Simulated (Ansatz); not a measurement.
**Os under changes of volume**

One of the cells (14.716 Å³/atom); the others are scaled copies at fixed shape and fractional positions:

```
Os
1.0
     0.00000    1.94500    1.94500
     1.94500    0.00000    1.94500
     1.94500    1.94500    0.00000
Os
1
Direct
  0.00000 0.00000 0.00000
```

This isn't the form of Os at room conditions, which is hcp.

- Program: Ansatz 0.2.0
- Functional: PBE
- Potentials or basis: Ansatz PAW
- Cutoff: 420 eV (not typed: the program's choice for these potentials)
- k mesh: 12 × 12 × 12
- Occupations: fermi-dirac, width 0.05 eV
- Spin: no spin polarisation

```csv
volume (Å³/atom),energy over the lowest point (meV/atom),pressure (GPa)
13.833,20.46,14.6
14.127,?,?
14.422,0.00,-2.7
14.716,11.90,-10.0
15.010,36.37,-16.4
15.305,71.98,-22.1
15.599,117.44,-27.2
```

**Question.** What does the run at 14.127 Å³/atom give?

**Answer.** Energy over the lowest point 2.26 meV/atom; pressure 5.4 GPa.

Worked out: A Birch-Murnaghan fit of order 3 (a polynomial in V^(-2/3)) to the other rows has its minimum at 14.32 Å³/atom with B0 = V·E''(V) = 391 GPa and B' = 4.8. It gives 2.26 meV/atom at 14.127 Å³/atom, against the run's 2.26, and -dE/dV = 5.4 GPa, against 5.4.

Energies are extrapolated to zero smearing.
